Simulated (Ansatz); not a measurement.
Consider the homolysis of the C–C bond: `CC(C)=O` → `C[C]=O`• + `[CH3]`•.

Gas-phase electronic energies from Ansatz, PBE0-D4/def2-TZVP geometries. CBS: MP2 limit from def2 TZ/QZ plus the TZ coupled-cluster correction, frozen cores. This one scheme is used for every species. DFT in def2-TZVPP. No spin–orbit coupling; open shells (•) take unrestricted orbitals.

```json
{"level": "PBE-QIDH", "ΔE (eV)": "3.87"}
{"level": "CCSD(T)/def2-TZVPP", "ΔE (eV)": "3.79"}
```

Task: What does CCSD(T)/CBS give? (Estimate.)

Result: The calculation gave: +3.89 eV. The listed levels differ from it by -0.02, -0.10 eV.

Largest T1 diagnostic among the species: 0.019.

At CCSD(T), def2-SVP lies −0.10 eV from the extrapolated value and def2-TZVPP −0.09 eV: correlation converges slowly with the basis, and small sets miss more of it in the bonded molecule than in its fragments. From BLYP to BHLYP (50 % exact exchange), in def2-TZVPP and without D4, ΔE moves by +0.13 eV.

CCSD(T)/CBS has its own doubt, a few kJ/mol and more with outer-core shells, so smaller differences from it don't rank the levels.
